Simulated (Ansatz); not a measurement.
ZnS: equation of state with PBE

**What was measured.**

“Electronic, vibrational, and thermodynamic properties of ZnS (zincblende and rocksalt structure)”, 2009, arxiv:0911.5022 quotes, for a bulk crystal of ZnS: bulk modulus 76.9 GPa.

ZnS:

```
Zn S
1.0
     0.00000    2.70200    2.70200
     2.70200    0.00000    2.70200
     2.70200    2.70200    0.00000
Zn S
1 1
Cartesian
  4.0530 4.0530 4.0530
  0.0000 0.0000 0.0000
```

- Program: Ansatz 0.2.0
- Task: equation of state
- Functional: PBE
- Potentials or basis: all-electron LAPW, scalar-relativistic
- Basis error allowed: 0.0005 eV/atom
- k mesh: 9 × 9 × 9
- Occupations: fermi-dirac, width 0.05 eV
- Spin: no spin polarisation

The equilibrium volume is 20.17 Å³/atom and the bulk modulus is 69 GPa. The pressure derivative of the bulk modulus is 4.4.

Energy against volume, from the lowest point:
```
volume (Å³/atom)  energy (meV/atom)
          18.543              32.92
          18.938              18.15
          19.332               8.05
          19.727               2.14
          20.121               0.00
          20.516               1.24
          20.910               5.53
```

All runs of the series together: 86 s on 1 thread of AMD EPYC 7R13 Processor (Zen 3), on a shared host.

Against the measured bulk modulus of ZnS, 76.9 GPa (quoted in “Electronic, vibrational, and thermodynamic properties of ZnS (zincblende and rocksalt structure)”, 2009, arxiv:0911.5022), the calculated 69 GPa is off by -9.8 %. The fit is for a static lattice scaled at fixed shape and fixed fractional positions.

PBE usually gives volumes a little too large and moduli too small.
